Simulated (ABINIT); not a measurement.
## TePb in ABINIT: the effect of functional

The system is TePb.

```
Pb Te
1.0
     0.00000    3.23100    3.23100
     3.23100    0.00000    3.23100
     3.23100    3.23100    0.00000
Pb Te
1 1
Cartesian
  0.0000 0.0000 0.0000
  3.2310 3.2310 3.2310
```

Alike in all runs:

```yaml
Program: ABINIT 10.8.3 (patched build)
Task: single point
Potentials_or_basis: JTH PAW PBE v2.0
Cutoff: 707 eV
k_mesh: 7 × 7 × 7
Occupations: fermi-dirac, width 0.05 eV
Spin: no spin polarisation
```

**Question.** One run gave: pressure 5.2 GPa. Which functional did it use?
A. revPBE
B. r2SCAN
C. PW91
D. BLYP
E. PBEsol

**Answer.** D.

```csv
functional,pressure (GPa)
LDA,-1.8
PBEsol,-0.6
RPBE,3.4
BLYP,5.2
AM05,-0.2
r2SCAN,1.4
SCAN,0.3
revPBE,3.0
PW91,1.8
WC,-0.6
```

Caveats: the PAW data sets were made with another functional, which shifts forces and pressure a little.

Runs at the PBE level aren't shown here.
